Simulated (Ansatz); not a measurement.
Crystal: Br.

```
CELL_PARAMETERS angstrom
3.36325 -2.32255 0.00000
3.36325 2.32255 0.00000
0.00000 0.00000 8.70230
ATOMIC_POSITIONS crystal
Br 0.36510 0.63490 0.39010
Br 0.13490 0.86510 0.89010
Br 0.63490 0.36510 0.60990
Br 0.86510 0.13490 0.10990
```

Program: Ansatz 0.2.0. Alike in all runs: task band structure; potentials or basis Ansatz PAW; no spin polarisation; cell as given; k mesh 4 × 4 × 2; smearing fermi-dirac 0.05 eV.

Q: Order these runs on this cell by their band gap on the k mesh, lowest first.
A. level RPBE; cutoff (eV) 420
B. level LDA; cutoff (eV) 420
C. level r2SCAN; cutoff (eV) 500

A: B (1.74 eV), A (1.95 eV), C (2.17 eV).

